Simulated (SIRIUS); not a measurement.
Ag:

```
Ag
1.0
     0.00000    2.04275    2.04275
     2.04275    0.00000    2.04275
     2.04275    2.04275    0.00000
Ag
1
Cartesian
  0.0000 0.0000 0.0000
```

| Item | Value |
| --- | --- |
| Program | SIRIUS 7.12.0 |
| Task | single point |
| Functional | PBEsol |
| Potentials or basis | PseudoDojo 0.4.1 PBEsol standard (scalar relativistic) |
| Cutoff | 1127 eV |
| Density cutoff | 4507 eV |
| k mesh | 11 × 11 × 11 |
| Occupations | fermi-dirac, width 0.05 eV |
| Spin | no spin polarisation |

On this cell: pressure -3.0 GPa; band gap on the k mesh none (metal or under the smearing width).

The same run follows on a disturbed copy (cell strained at random at fixed volume):

```
Ag
1.0
    -0.00622    2.03863    2.06720
     2.01497    0.04695    2.01403
     2.08560    2.05608   -0.02368
Ag
1
Direct
  0.00221 0.02855 0.98957
```

Problem. What does the disturbed cell give?

Solution. The energy (extrapolated to zero smearing) moves by +6.1 meV/atom; pressure -2.6 GPa; band gap on the k mesh none (metal or under the smearing width).

Stress tensor (GPa, compression positive):
```
-2.44 -1.72  1.40
-1.72 -2.69 -0.80
 1.40 -0.80 -2.74
```
